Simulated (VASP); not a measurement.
# AlN (P6_3mc) in VASP: a series of runs, part 2 of 2

VASP 6.6.1.

### 4 Single point, PBEsol

Input file INCAR:

```
ALGO     = Normal         # electronic algorithm
EDIFF    = 1E-6           # SCF threshold, eV
ENCUT    = 520            # plane-wave cutoff, eV
GGA      = PS             # functional
ISIF     = 2              # what is computed and relaxed
ISMEAR   = 0              # smearing method
LASPH    = True           # aspherical terms in the spheres
LCHARG   = False          # write CHGCAR
LREAL    = False          # projectors in reciprocal space
LWAVE    = False          # write WAVECAR
NBANDS   = 16             # bands
NELM     = 60             # most SCF steps
PREC     = Accurate       # precision mode
SIGMA    = 0.1            # smearing width, eV
```

Input file KPOINTS:

```
k-points
0
Gamma
  6 6 4
```

Input file POSCAR:

```
AlN
1.0
    3.1130000000      0.0000000000      0.0000000000
   -1.5565000000      2.6959370820      0.0000000000
    0.0000000000      0.0000000000      4.9810000000
Al N
2 2
Direct
    0.3333333333      0.6666666667      0.0000000000
    0.6666666667      0.3333333333      0.5000000000
    0.3333333333      0.6666666667      0.3800000000
    0.6666666667      0.3333333333      0.8800000000
```

Potentials or basis: VASP PAW PBE potentials, release 64 (Al, N).

Launch:

```console
$ cat potpaw_PBE.64/Al/POTCAR potpaw_PBE.64/N/POTCAR > POTCAR
$ mpirun -np 1 vasp_std > vasp.out
```

OUTCAR:

```text
EDIFF = 1E-6
   ENCUT = 520
   GGA = PS
   ISIF = 2
   ISMEAR = 0
   LASPH = True
   LREAL = False
   NELM = 60
   PREC = Accurate

 ion  position               nearest neighbor table
   1  0.333  0.667  0.000-   3 1.89   4 1.89   4 1.89   4 1.89   2 3.07   2 3.07   2 3.07   2 3.07
                             2 3.07   2 3.07
   2  0.667  0.333  0.500-   4 1.89   3 1.89   3 1.89   3 1.89   1 3.07   1 3.07   1 3.07   1 3.07
                             1 3.07   1 3.07
   3  0.333  0.667  0.380-   1 1.89   2 1.89   2 1.89   2 1.89
   4  0.667  0.333  0.880-   2 1.89   1 1.89   1 1.89   1 1.89

  LATTYP: Found a hexagonal cell.
 ALAT       =     3.1130000000
 C/A-ratio  =     1.6000642467

  Lattice vectors:

 A1 = (   3.1130000000,   0.0000000000,   0.0000000000)
 A2 = (  -1.5565000000,   2.6959370820,   0.0000000000)
 A3 = (   0.0000000000,   0.0000000000,   4.9810000000)

Analysis of symmetry for initial positions (statically):
=====================================================================
 Subroutine PRICEL returns:
[... 174 lines left out ...]

 E-fermi :   6.4752     XC(G=0): -11.1037

 val. band max:        6.0307955071   @ k =   0.0000   0.0000   0.0000
 cond. band min:      10.1791657270   @ k =   0.0000   0.0000   0.0000
 fundamental gap:      4.1483702199
 Fermi energy:         6.4751696261

 k-point     1 :       0.0000    0.0000    0.0000
  band No.  band energies     occupation
      1      -9.1062      2.00000
      2      -6.9205      2.00000
      3      -0.0038      2.00000
      4       5.1957      2.00000
      5       5.1957      2.00000
      6       5.8508      2.00000
[... 376 lines left out ...]
      3       1.1800      2.00000
      4       1.1800      2.00000
      5       2.1478      2.00000
      6       2.1478      2.00000
[... 8 lines left out ...]
     15      19.7465      0.00000
     16      19.7465      0.00000

------------------------ aborting loop because EDIFF is reached ----------------------------------------

  FORCE on cell =-STRESS in cart. coord.  units (eV):
  Direction    XX          YY          ZZ          XY          YZ          ZX
  --------------------------------------------------------------------------------------
  -------------------------------------------------------------------------------------
  Total       -0.0810338     -0.0810338      0.3022638      0.0000000      0.0000000      0.0000000
  in kB       -3.1057843     -3.1057843     11.5848748      0.0000000      0.0000000      0.0000000
  external PRESSURE =       1.7911021 kB  Pullay stress =       0.0000000 kB

 VOLUME and BASIS-vectors are now :
 -----------------------------------------------------------------------------
  energy-cutoff  :      520.00
  volume of cell :       41.80
      direct lattice vectors                 reciprocal lattice vectors
     3.113000000  0.000000000  0.000000000     0.321233537  0.185464269  0.000000000
    -1.556500000  2.695937082  0.000000000     0.000000000  0.370928538  0.000000000
     0.000000000  0.000000000  4.981000000     0.000000000  0.000000000  0.200762899

 POSITION                                       TOTAL-FORCE (eV/Angst)
 -----------------------------------------------------------------------------------
     -0.00000      1.79729      0.00000         0.000000      0.000000     -0.133268
      1.55650      0.89865      2.49050         0.000000      0.000000     -0.133268
     -0.00000      1.79729      1.89278        -0.000000      0.000000      0.133268
      1.55650      0.89865      4.38328         0.000000     -0.000000      0.133268
 -----------------------------------------------------------------------------------
    total drift:                               -0.000000     -0.000000      0.000498

  FREE ENERGIE OF THE ION-ELECTRON SYSTEM (eV)
  ---------------------------------------------------
  free  energy   TOTEN  =       -31.3095855199 eV

  energy  without entropy=      -31.3095855199  energy(sigma->0) =      -31.30958552
```

Wall time 5.8 s (1 thread of Intel Xeon 6975P-C (Granite Rapids), shared host); peak memory 0.15 GiB.

Results:

- Free energy: -31.3096 eV
- Pressure: 0.2 GPa
- Largest force: 0.133 eV/Å
- Band gap on the k mesh: 4.15 eV, direct

Forces on the atoms (eV/Å):
```
Al   0.000  0.000 -0.133
Al   0.000  0.000 -0.133
N    0.000  0.000  0.133
N    0.000  0.000  0.133
```

Caveat: the PAW data sets were made with another functional, which shifts forces and pressure a little.

### 5 The runs side by side

| task | cell | k mesh | cutoff (eV) | smearing | gap on the mesh (eV) | pressure (GPa) |
| --- | --- | --- | --- | --- | --- | --- |
| single point | cell and atoms relaxed tightly for response | 9 × 9 × 6 | 520 | gaussian 0.01 eV | 4.11 | -0.1 |
| relaxation of cell and atoms | relaxed from: cell and atoms relaxed tightly for response | 9 × 9 × 6 | 600 | gaussian 0.01 eV | 4.12 | 0.0 |
| single point | as given | 6 × 6 × 4 | 520 | gaussian 0.1 eV | 4.15 | 0.2 |

Alike in all rows: level PBEsol; potentials or basis VASP PAW PBE potentials, release 64 (Al, N); no spin polarisation.

Caveats: the PAW data sets were made with another functional, which shifts forces and pressure a little; an odd mesh through Γ misses points on the zone boundary, where band edges often lie (some runs).

Absolute energies hang on the potentials; compare differences alone.

### 6 Against experiment

Step 4. Against the measured gap of AlN, 6.0343 eV (an exciton energy, a little under the gap; 0 K; quoted in “Structural and optical properties of self-assembled AlN nanowires grown on SiO2/Si substrates by molecular beam epitaxy”, 2024, arxiv:2402.00216), the calculated 4.15 eV is off by -1.89 eV. 2 values of this kind are on record (6.034 to 6.0343 eV); this one was drawn at random. The value is that of PBEsol, without temperature or zero-point motion. Semilocal functionals fall short of measured gaps as a rule.
